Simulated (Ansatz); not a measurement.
Runs of Ansatz 0.2.0 on BaTiO3. Symmetry: P4mm, No. 99, tetragonal system. Conventional cell: a = 4.000 Å, b = 4.000 Å, c = 4.018 Å, α = 90.00°, β = 90.00°, γ = 90.00°. Around Ba (site symmetry 4mm) lie 12 O at 2.79 to 2.88 Å. Ti (site symmetry 4mm) is surrounded by 6 O at 1.89 to 2.13 Å. O (site symmetry 2mm) has 2 Ti at 2.00 Å as nearest neighbours. Around O (site symmetry 4mm) lie 2 Ti at 1.89 to 2.13 Å. 

```tsv
task	level	spin	cell	k mesh	cutoff (eV)	smearing	points for each segment of the path	gap on the mesh (eV)	pressure (GPa)	relaxed volume (Å³/atom)	largest force (eV/Å)
band structure	PBEsol	SOC, no magnetisation	as given	5 × 5 × 5	420	fermi-dirac 0.05 eV	14	1.95	-3.8	-	0.36
relaxation of cell and atoms	RPBE	off	relaxed	7 × 7 × 7	420	fermi-dirac 0.05 eV	-	1.95	0.0	(b)	-
Born charges and dielectric tensor	PBE	off	as given	7 × 7 × 7	420	fixed	-	1.93	-	-	-
single point	r2SCAN+rVV10	SOC, no magnetisation	as given	5 × 5 × 5	500	tetrahedron	-	2.34	-2.3	-	0.38
relaxation of cell and atoms	RPBE+D3(BJ)	off	relaxed	7 × 7 × 7	420	fermi-dirac 0.05 eV	-	2.05	0.0	11.50	-
relaxation of cell and atoms	RPBE+D4	off	relaxed	7 × 7 × 7	420	fermi-dirac 0.05 eV	-	2.00	0.0	(a)	-
band structure	RPBE	off	as given	7 × 7 × 7	420	fermi-dirac 0.05 eV	14	1.97	6.7	-	0.29
```

Alike in all rows: potentials or basis Ansatz PAW.

Estimate the missing entries.

(a) 13.21; (b) 14.12.

Caveats: the PAW data sets come from PBE, with cores solved anew for the run's functional, which leaves a small shift of forces and pressure (some runs); odd divisions of the mesh miss points on the zone boundary, where band edges often lie, so the gap on the mesh can be too wide (some runs); spin-orbit coupling is left out, which moves the levels of the heavy elements (some runs); the plane-wave basis is chosen anew once the cell has moved, so the energies of steps on either side of that aren't comparable (some runs); the k mesh misses the band edges, so the gap on the mesh is wider than the one along the path (some runs); with tetrahedron occupations forces and stress needn't match the slope of the energy (some runs); the volume moved by -11 % from the deposited cell, more than functionals usually miss (some runs).

A k mesh can miss the band edges, and rows without SOC leave out spin-orbit coupling on Ba.
